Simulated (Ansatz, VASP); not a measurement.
MgO: VASP beside Ansatz

```
CELL_PARAMETERS angstrom
0.00000 2.02425 2.02425
2.02425 0.00000 2.02425
2.02425 2.02425 0.00000
ATOMIC_POSITIONS crystal
Mg 0.00000 0.00000 0.00000
O 0.50000 0.50000 0.50000
```

Alike in both runs: task single point; functional PBE; k mesh 10 × 10 × 10; occupations gaussian, width 0.02 eV; no spin polarisation.

|  | VASP | Ansatz |
| --- | --- | --- |
| version | VASP 6.6.1 | Ansatz 0.2.0 |
| potentials or method | VASP PAW PBE potentials, release 64 (Mg, O) | scalar-relativistic, plane waves, PAW |
| plane-wave cutoff (eV) | 520 | 420 |
| valence electrons in the cell | 8 | 16 |

|  | VASP | Ansatz | Ansatz less VASP |
| --- | --- | --- | --- |
| gap on the k mesh at the Fermi level (eV) | 5.97 | 5.98 | +0.011 |
| least direct gap on the mesh (eV) | 5.97 | 5.98 | +0.011 |

The two sets of potentials don't hold the same shells in valence.

 PBE gaps usually lie below the measured ones, often by a third to a half.
